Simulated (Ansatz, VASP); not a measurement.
Mo in VASP and in Ansatz

Contents of INCAR:

```
PREC = Accurate ; ENCUT = 520
EDIFF = 1E-7 ; ISMEAR = 0
SIGMA = 0.15 ; LREAL = F
LASPH = T ; NELM = 100
ALGO = Normal ; ISIF = 2
LWAVE = F ; LCHARG = F
GGA = PS ; NBANDS = 13
```

File KPOINTS:

```
regular mesh
0
Gamma
  18 18 18
```

The input POSCAR:

```
Mo
1.0
    2.5987348773      0.0000000000      0.0000000000
   -1.2993674387      2.2505704215      0.0000000000
    0.0000000000      0.0000000000      2.5551807000
Mo
1
Direct
    0.0000000000      0.0000000000      0.5000000000
```

Input for Ansatz:

```yaml
crystal:
  lattice:
    - [2.5987348773, 0.0, 0.0]
    - [-1.2993674387, 2.2505704215, 0.0]
    - [0.0, 0.0, 2.5551807]
  atoms:
    - { symbol: Mo, position: [0.0, 0.0, 0.5] }
basis:
  ecutwfc: 420
kpoints:
  mp_grid: { grid: [18, 18, 18] }
hamiltonian:
  xc: pbesol
scf:
  occupations: { method: gaussian, width: 0.15 }
output:
  forces: true
  stress: true
  eigenvalues: true
```

Change from the starting cell: strain -0.0500 x Voigt [1, 1, 0, 0, 0, 0], atoms carried along.

Alike in both runs: task single point; functional PBEsol; k mesh 18 × 18 × 18; occupations gaussian, width 0.15 eV; no spin polarisation.

```csv
,VASP,Ansatz
version,VASP 6.6.1,Ansatz 0.2.0
potentials or method,"VASP PAW PBE potentials, release 64 (Mo_sv)","scalar-relativistic, plane waves, PAW"
plane-wave cutoff (eV),520,420
valence electrons in the cell,14,14
```

Ansatz gave:

```
gap on the k mesh at the Fermi level (eV)       : none
pressure (GPa)                                  : 24.4
largest component of the traceless stress (GPa) : 21.86
```

**Question.** What did VASP give for the same quantities?

**Answer.** gap on the k mesh at the Fermi level (eV): none; pressure (GPa): 25.2; largest component of the traceless stress (GPa): 21.92.

A gap of «none» marks a metal or a gap that the smearing closes.

Caveats: so large a pressure means that the cell lies far from this level's equilibrium, or that cutoff or potentials fall short (VASP); the potentials were made for another functional, which shifts forces and pressure (VASP).
